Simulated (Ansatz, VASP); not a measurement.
## PbS in VASP and in Ansatz

Contents of POSCAR:

```
PbS
1.0
    4.1095822112      0.0000000000      0.0000000000
   -2.0547911056      3.5590025938      0.0000000000
    0.0000000000      0.0000000000      3.8188262591
Pb S
1 1
Direct
    0.0000000000      0.0000000000      0.0000000000
    0.6666666667      0.3333333333      0.5000000000
```

Contents of INCAR.step1:

```
ALGO     = Normal         # electronic algorithm
EDIFF    = 1E-4           # SCF threshold, eV
ENCUT    = 600            # plane-wave cutoff, eV
GGA      = PE             # functional
ISMEAR   = 0              # smearing method
LASPH    = T              # aspherical terms in the spheres
LCHARG   = F              # write CHGCAR
LREAL    = F              # projectors in reciprocal space
LWAVE    = T              # write WAVECAR
NELM     = 60             # most SCF steps
PREC     = Accurate       # precision mode
SIGMA    = 0.05           # smearing width, eV
```

File INCAR.step2:

```
ALGO     = Normal         # electronic algorithm
EDIFF    = 1E-7           # SCF threshold, eV
EDIFFG   = -0.01          # ionic threshold
ENCUT    = 600            # plane-wave cutoff, eV
IBRION   = 2              # ionic algorithm
ISIF     = 4              # what is computed and relaxed
ISMEAR   = 0              # smearing method
ISTART   = 1            
LASPH    = T              # aspherical terms in the spheres
LCHARG   = F              # write CHGCAR
LMIXTAU  = T            
LREAL    = F              # projectors in reciprocal space
LWAVE    = F              # write WAVECAR
METAGGA  = R2SCAN         # meta-GGA
NELM     = 60             # most SCF steps
NSW      = 60             # ionic steps
PREC     = Accurate       # precision mode
SIGMA    = 0.05           # smearing width, eV
```

The input KPOINTS:

```
k-points
0
Gamma
  10 10 10
```

Input for Ansatz:

```yaml
crystal:
  lattice:
    - [4.1095822112, 0.0, 0.0]
    - [-2.0547911056, 3.5590025938, 0.0]
    - [0.0, 0.0, 3.8188262591]
  atoms:
    - { symbol: Pb, position: [0.0, 0.0, 0.0] }
    - { symbol: S, position: [0.6666666667, 0.3333333333, 0.5] }
basis:
  ecutwfc: 500
  ecutrho_ratio: 4
kpoints:
  mp_grid: { grid: [10, 10, 10] }
hamiltonian:
  xc: r2scan
scf:
  occupations: { method: gaussian, width: 0.05 }
output:
  forces: true
  stress: true
  eigenvalues: true
  write_density: true
  write_potential: true
  elf: true
  volumetric_format: npy
relax:
  f_tol: 0.01
  max_steps: 40
  cell: { stress_tol: 0.1, fix: [volume] }
```

Alike in both runs: task relaxation of shape and atoms at fixed volume; functional r2SCAN; k mesh 10 × 10 × 10; occupations gaussian, width 0.05 eV; no spin polarisation.

```csv
,VASP,Ansatz
version,VASP 6.6.1,Ansatz 0.2.0
potentials or method,"VASP PAW PBE potentials, release 64 (Pb_d, S)","scalar-relativistic, plane waves, PAW"
plane-wave cutoff (eV),600,500
valence electrons in the cell,20,20
```

Ansatz gave:

| Quantity | Value |
| --- | --- |
| gap on the k mesh at the Fermi level, each at its own relaxed structure (eV) | none |
| relaxed volume (Å³/atom) | 27.93 |
| relaxed cell length with the largest relative difference (Å) | 3.802 |

Which values does VASP return?

gap on the k mesh at the Fermi level, each at its own relaxed structure (eV): none; relaxed volume (Å³/atom): 27.93; relaxed cell length with the largest relative difference (Å): 3.806.

A gap of «none» marks a metal or a gap that the smearing closes.

Caveats: the PAW data sets were made with another functional, which shifts forces and pressure a little (VASP). Spin-orbit coupling is left out, which matters for the levels of Pb.
